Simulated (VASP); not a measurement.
# Ge in VASP: single point with PBE+D3(BJ)

Aim: the single point of Ge with PBE+D3(BJ).

All numbers are computed with VASP 6.6.1; they aren't measurements. Logs are shortened: lines on timing, memory, paths and dates and some standing lists are left out, and cuts for length are marked.

### 1 Starting point

The cell holds a slab with vacuum, 2 atoms: a = 4.045 Å, b = 4.045 Å, c = 20.530 Å, α = 90.00°, β = 90.00°, γ = 120.00°.

The cell was built by a generator and needn't be a form met in nature.

### 2 Single point, PBE+D3(BJ)

Input file INCAR:

```
ALGO     = Normal         # electronic algorithm
DIPOL    = 0.5 0.5 0.390
EDIFF    = 1E-6           # SCF threshold, eV
ENCUT    = 520            # plane-wave cutoff, eV
GGA      = PE             # functional
IDIPOL   = 3            
ISIF     = 2              # what is computed and relaxed
ISMEAR   = 0              # smearing method
IVDW     = 12             # dispersion correction
LASPH    = T              # aspherical terms in the spheres
LCHARG   = T              # write CHGCAR
LDIPOL   = T            
LELF     = T              # ELF
LREAL    = F              # projectors in reciprocal space
LVACPOTAV= T            
LVHAR    = T            
LWAVE    = F              # write WAVECAR
NBANDS   = 21             # bands
NELM     = 100            # most SCF steps
PREC     = Accurate       # precision mode
SIGMA    = 0.04           # smearing width, eV
```

Input file KPOINTS:

```
k-points
0
Gamma
  12 12 1
```

Input file POSCAR:

```
Ge
1.0
    4.0448463384      0.0000000000      0.0000000000
   -2.0224231692      3.5029396835      0.0000000000
    0.0000000000      0.0000000000     20.5300000000
Ge
2
Direct
    0.3333333333      0.6666666667      0.3722445797
    0.6666666667      0.3333333333      0.4071024075
```

Potentials or basis: VASP PAW PBE potentials, release 64 (Ge_d).

Run with:

```bash
$ cat potpaw_PBE.64/Ge_d/POTCAR > POTCAR
$ mpirun -np 1 vasp_std > vasp.out
```

OUTCAR:

```text
EDIFF = 1E-6
   ENCUT = 520
   GGA = PE
   ISIF = 2
   ISMEAR = 0
   IVDW = 12
   LASPH = T
   LREAL = F
   NELM = 100
   PREC = Accurate
 IVDW          = 12

 ion  position               nearest neighbor table
   1  0.333  0.667  0.372-   2 2.44   2 2.44   2 2.44
   2  0.667  0.333  0.407-   1 2.44   1 2.44   1 2.44

  LATTYP: Found a hexagonal cell.
 ALAT       =     4.0448463384
 C/A-ratio  =     5.0755945424

  Lattice vectors:

 A1 = (   4.0448463384,   0.0000000000,   0.0000000000)
 A2 = (  -2.0224231692,   3.5029396835,   0.0000000000)
 A3 = (   0.0000000000,   0.0000000000,  20.5300000000)

Analysis of symmetry for initial positions (statically):
=====================================================================
 Subroutine PRICEL returns:
 Original cell was already a primitive cell.

 Routine SETGRP: Setting up the symmetry group for a
 hexagonal supercell.

 Subroutine GETGRP returns: Found 12 space group operations
 (whereof  6 operations were pure point group operations)
 out of a pool of 24 trial point group operations.

The static configuration has the point symmetry C_3v.
 The point group associated with its full space group is D_3d.

Analysis of symmetry for dynamics (positions and initial velocities):
=====================================================================
 Subroutine PRICEL returns:
 Original cell was already a primitive cell.

 Routine SETGRP: Setting up the symmetry group for a
 hexagonal supercell.

 Subroutine GETGRP returns: Found 12 space group operations
 (whereof  6 operations were pure point group operations)
 out of a pool of 24 trial point group operations.

The dynamic configuration has the point symmetry C_3v.
 The point group associated with its full space group is D_3d.

 Subroutine INISYM returns: Found 12 space group operations
 (whereof  6 operations are pure point group operations),
 and found     1 'primitive' translations

----------------------------------------------------------------------------------------

                                     Primitive cell

  volume of cell :     290.8865

  direct lattice vectors                    reciprocal lattice vectors
     4.044846338  0.000000000  0.000000000     0.247228180  0.142737256  0.000000000
    -2.022423169  3.502939684  0.000000000     0.000000000  0.285474513  0.000000000
     0.000000000  0.000000000 20.530000000     0.000000000  0.000000000  0.048709206

  length of vectors
     4.044846338  4.044846338 20.530000000     0.285474513  0.285474513  0.048709206

  position of ions in fractional coordinates (direct lattice)
     0.333333333  0.666666667  0.372244580
     0.666666667  0.333333333  0.407102407

  ion indices of the primitive-cell ions
   primitive index   ion index
                 1           1
                 2           2

----------------------------------------------------------------------------------------

 KPOINTS: k-points

Automatic generation of k-mesh.
 Grid dimensions read from file:
 generate k-points for:   12   12    1

 Generating k-lattice:

  Cartesian coordinates                     Fractional coordinates (reciprocal lattice)
     0.020602348  0.011894771  0.000000000     0.083333333  0.000000000  0.000000000
     0.000000000  0.023789543  0.000000000     0.000000000  0.083333333  0.000000000
     0.000000000  0.000000000  0.048709206     0.000000000  0.000000000  1.000000000

  Length of vectors
     0.023789543  0.023789543  0.048709206

  Shift w.r.t. Gamma in fractional coordinates (k-lattice)
     0.000000000  0.000000000  0.000000000

 Subroutine IBZKPT returns following result:
 ===========================================

 Found     19 irreducible k-points:

 Following reciprocal coordinates:
            Coordinates               Weight
  0.000000  0.000000  0.000000      1.000000
  0.083333  0.000000  0.000000      6.000000
  0.166667  0.000000  0.000000      6.000000
  0.250000  0.000000  0.000000      6.000000
  0.333333  0.000000  0.000000      6.000000
  0.416667  0.000000  0.000000      6.000000
[... 11 lines left out ...]
  0.333333  0.250000  0.000000     12.000000
  0.333333  0.333333  0.000000      2.000000
   k-points           NKPTS =     19   k-points in BZ     NKDIM =     19   number of bands    NBANDS=     21
   number of dos      NEDOS =    301   number of ions     NIONS =      2
   total plane-waves  NPLWV = 144000
   dimension x,y,z NGX =    30 NGY =   30 NGZ =  160
   dimension x,y,z NGXF=    60 NGYF=   60 NGZF=  320
   ions per type =               2
   NGX,Y,Z   is equivalent  to a cutoff of  12.33, 12.33, 12.96 a.u.
   NGXF,Y,Z  is equivalent  to a cutoff of  24.66, 24.66, 25.91 a.u.
 SYSTEM =  unknown system
   PREC   = accura    normal or accurate (medium, high low for compatibility)
   ISTART =      0    job   : 0-new  1-cont  2-samecut
   ICHARG =      2    charge: 1-file 2-atom 10-const
   ISPIN  =      1    spin polarized calculation?
   LNONCOLLINEAR =      F non collinear calculations
   LSORBIT =      F    spin-orbit coupling
   LASPH  =      T    aspherical Exc in radial PAW
   ENCUT  =  520.0 eV  38.22 Ry    6.18 a.u.   7.52  7.52 38.17*2*pi/ulx,y,z
   NELM   =    100;   NELMIN=  2; NELMDL= -5     # of ELM steps
   EDIFF  = 0.1E-05   stopping-criterion for ELM
   LREAL  =      F    real-space projection
   EDIFFG = 0.1E-04   stopping-criterion for IOM
   NSW    =      0    number of steps for IOM
   IBRION =     -1    ionic relax: 0-MD 1-quasi-New 2-CG
   NFREE  =      0    steps in history (QN), initial steepest desc. (CG)
   ISIF   =      2    stress and relaxation
   ISYM   =      2    0-nonsym 1-usesym 2-fastsym
   POTIM  = 0.5000    time-step for ionic-motion
   TEBEG  =    0.0;   TEEND  =   0.0 temperature during run
   PSTRESS=    0.0 pullay stress
   NELECT =      28.0000    total number of electrons
   NUPDOWN=      -1.0000    fix difference up-down
   EMIN   =  10.00;   EMAX   =-10.00  energy-range for DOS
   EFERMI =   0.00;   METHOD = LEGACY
   ISMEAR =     0;   SIGMA  =   0.04  broadening in eV -4-tet -1-fermi 0-gaus
   EFERMI_NEDOS =   21; number of points for ismear=-14 and -15
   IALGO  =     38    algorithm
   IMIX   =      4    mixing-type and parameters
     AMIX     =   0.40;   BMIX     =  1.00
     AMIX_MAG =   1.60;   BMIX_MAG =  1.00
  volume/ion in A,a.u.               =     145.44       981.50
  Fermi-wavevector in a.u.,A,eV,Ry     =   0.750274  1.417811  7.658861  0.562910
  Thomas-Fermi vector in A             =   1.846986
   LORBIT       =      0    0 simple, 1 ext, 2 COOP (PROOUT), +10 PAW based schemes
   GGA     = PE    functional components
   LHFCALC =     F    Hartree Fock is set to
   AEXX    =    0.0000 exact exchange contribution
   IVDW    =    12    specifies the selected vdW correction
   LEPSILON=     F    determine dielectric tensor
   LRPA    =     F    only Hartree local field effects (RPA)
 non-spin polarized calculation
 Gauss-broadening in eV      SIGMA  =   0.04
  energy-cutoff  :      520.00
  volume of cell :      290.89
 maximum number of plane-waves:      7881
   NGX = 15   NGY = 15   NGZ = 77

 dipolmoment           0.000000      0.000000      0.000020 electrons x Angstroem

 number of electron      27.9999998 magnetization

 dipolmoment           0.000000      0.000000     -0.000006 electrons x Angstroem

 Free energy of the ion-electron system (eV)
  ---------------------------------------------------
  ext. energy  EPLUGINS =         0.00000000
  ---------------------------------------------------
  free energy    TOTEN  =        -8.07507832 eV

  energy without entropy =       -8.07445144  energy(sigma->0) =       -8.07476488

 E-fermi :  -3.0543     XC(G=0):  -2.2370

 val. band max:       -3.0543325736   @ k =   0.3333   0.3333   0.0000
 cond. band min:      -3.0543285894   @ k =   0.3333   0.3333   0.0000
 fundamental gap:      0.0000039843
 Fermi energy:        -3.0543305814

 k-point     1 :       0.0000    0.0000    0.0000
  band No.  band energies     occupation
      1     -27.5104      2.00000
      2     -27.5104      2.00000
      3     -27.4608      2.00000
      4     -27.4608      2.00000
      5     -27.4586      2.00000
      6     -27.4038      2.00000
[... 13 lines left out ...]
     20       1.4098      0.00000
     21       2.1369      0.00000

 k-point     2 :       0.0833    0.0000    0.0000
  band No.  band energies     occupation
      1     -27.5139      2.00000
      2     -27.5126      2.00000
      3     -27.4698      2.00000
      4     -27.4573      2.00000
      5     -27.4475      2.00000
      6     -27.3993      2.00000
[... 13 lines left out ...]
     20       1.4876      0.00000
     21       2.1762      0.00000

 k-point     3 :       0.1667    0.0000    0.0000
  band No.  band energies     occupation
      1     -27.5207      2.00000
      2     -27.5171      2.00000
      3     -27.4790      2.00000
      4     -27.4492      2.00000
      5     -27.4355      2.00000
      6     -27.3864      2.00000
[... 13 lines left out ...]
     20       1.8659      0.00000
     21       2.2802      0.00000

 k-point     4 :       0.2500    0.0000    0.0000
  band No.  band energies     occupation
      1     -27.5258      2.00000
      2     -27.5212      2.00000
      3     -27.4884      2.00000
      4     -27.4402      2.00000
      5     -27.4268      2.00000
      6     -27.3681      2.00000
[... 13 lines left out ...]
     20       2.7466      0.00000
     21       2.8361      0.00000

 k-point     5 :       0.3333    0.0000    0.0000
  band No.  band energies     occupation
      1     -27.5271      2.00000
      2     -27.5238      2.00000
      3     -27.4979      2.00000
      4     -27.4330      2.00000
      5     -27.4226      2.00000
      6     -27.3499      2.00000
[... 13 lines left out ...]
     20       3.4430      0.00000
     21       3.6906      0.00000

 k-point     6 :       0.4167    0.0000    0.0000
  band No.  band energies     occupation
      1     -27.5251      2.00000
      2     -27.5246      2.00000
      3     -27.5069      2.00000
      4     -27.4286      2.00000
      5     -27.4215      2.00000
      6     -27.3459      2.00000
[... 13 lines left out ...]
     20       3.7398      0.00000
     21       3.8676      0.00000

 k-point     7 :       0.5000    0.0000    0.0000
  band No.  band energies     occupation
      1     -27.5254      2.00000
      2     -27.5213      2.00000
      3     -27.5122      2.00000
      4     -27.4273      2.00000
      5     -27.4215      2.00000
      6     -27.3474      2.00000
[... 13 lines left out ...]
     20       3.9951      0.00000
     21       4.1967      0.00000
[... 171 lines left out ...]
      1     -27.5364      2.00000
      2     -27.5208      2.00000
      3     -27.5089      2.00000
      4     -27.4277      2.00000
      5     -27.3966      2.00000
      6     -27.3513      2.00000
[... 13 lines left out ...]
     20       3.8139      0.00000
     21       4.0725      0.00000

 k-point    16 :       0.4167    0.1667    0.0000
  band No.  band energies     occupation
      1     -27.5374      2.00000
      2     -27.5185      2.00000
      3     -27.5132      2.00000
      4     -27.4241      2.00000
      5     -27.3976      2.00000
      6     -27.3502      2.00000
[... 13 lines left out ...]
     20       4.4477      0.00000
     21       4.6218      0.00000

 k-point    17 :       0.2500    0.2500    0.0000
  band No.  band energies     occupation
      1     -27.5390      2.00000
      2     -27.5210      2.00000
      3     -27.5081      2.00000
      4     -27.4280      2.00000
      5     -27.3840      2.00000
      6     -27.3574      2.00000
[... 13 lines left out ...]
     20       3.5645      0.00000
     21       3.8179      0.00000

 k-point    18 :       0.3333    0.2500    0.0000
  band No.  band energies     occupation
      1     -27.5424      2.00000
      2     -27.5184      2.00000
      3     -27.5133      2.00000
      4     -27.4222      2.00000
      5     -27.3778      2.00000
      6     -27.3567      2.00000
[... 13 lines left out ...]
     20       4.0180      0.00000
     21       4.3994      0.00000

 k-point    19 :       0.3333    0.3333    0.0000
  band No.  band energies     occupation
      1     -27.5447      2.00000
      2     -27.5162      2.00000
      3     -27.5162      2.00000
      4     -27.4197      2.00000
      5     -27.3645      2.00000
      6     -27.3584      2.00000
[... 13 lines left out ...]
     20       3.8231      0.00000
     21       4.0220      0.00000

------------------------ aborting loop because EDIFF is reached ----------------------------------------

 Edisp (eV)   -0.30510

 E8    (eV) :    -0.1459

  FORCE on cell =-STRESS in cart. coord.  units (eV):
  Direction    XX          YY          ZZ          XY          YZ          ZX
  --------------------------------------------------------------------------------------
  -------------------------------------------------------------------------------------
  Total      -0.44294    -0.44294    -0.11673     0.00000     0.00000    -0.00000
  in kB      -2.43970    -2.43970    -0.64293     0.00000     0.00000    -0.00000
  external pressure =       -1.84 kB  Pullay stress =        0.00 kB

 VOLUME and BASIS-vectors are now :
 -----------------------------------------------------------------------------
  energy-cutoff  :      520.00
  volume of cell :      290.89
      direct lattice vectors                 reciprocal lattice vectors
     4.044846338  0.000000000  0.000000000     0.247228180  0.142737256  0.000000000
    -2.022423169  3.502939684  0.000000000     0.000000000  0.285474513  0.000000000
     0.000000000  0.000000000 20.530000000     0.000000000  0.000000000  0.048709206

 POSITION                                       TOTAL-FORCE (eV/Angst)
 -----------------------------------------------------------------------------------
     -0.00000      2.33529      7.64218        -0.000000      0.000000      0.147888
      2.02242      1.16765      8.35781         0.000000     -0.000000     -0.147888
 -----------------------------------------------------------------------------------
    total drift:                               -0.000000     -0.000000     -0.000321

  FREE ENERGIE OF THE ION-ELECTRON SYSTEM (eV)
  ---------------------------------------------------
  free  energy   TOTEN  =        -8.3801810772 eV

  energy  without entropy=       -8.3795541999  energy(sigma->0) =       -8.37986764

 vacuum level on the upper side and lower side of the slab         1.422         1.422
```

Wall time 1.8 min (1 thread of Intel Xeon Platinum 8488C (Sapphire Rapids), shared host); peak memory 0.42 GiB.

Results:

| Quantity | Value |
| --- | --- |
| Free energy | -8.3802 eV |
| Largest force | 0.148 eV/Å |
| Band gap on the k mesh | none (metal or under the smearing width) |
| Dispersion energy per atom | -0.153 eV |
| Work function of the upper face | 4.48 eV |
| Work function of the lower face | 4.48 eV |

Forces in eV/Å, atoms in the order of the input:
```
Ge   0.000  0.000  0.148
Ge   0.000  0.000 -0.148
```

Levels at points of the mesh, in eV from the Fermi level:
```tsv
k point	band 12	band 13	band 14	band 15	band 16	band 17
(0.00, 0.00, 0.00)	-3.55	-0.37	-0.37	0.59	2.26	3.92
(0.50, 0.00, 0.00)	-7.31	-1.89	-1.16	0.68	1.72	5.41
```
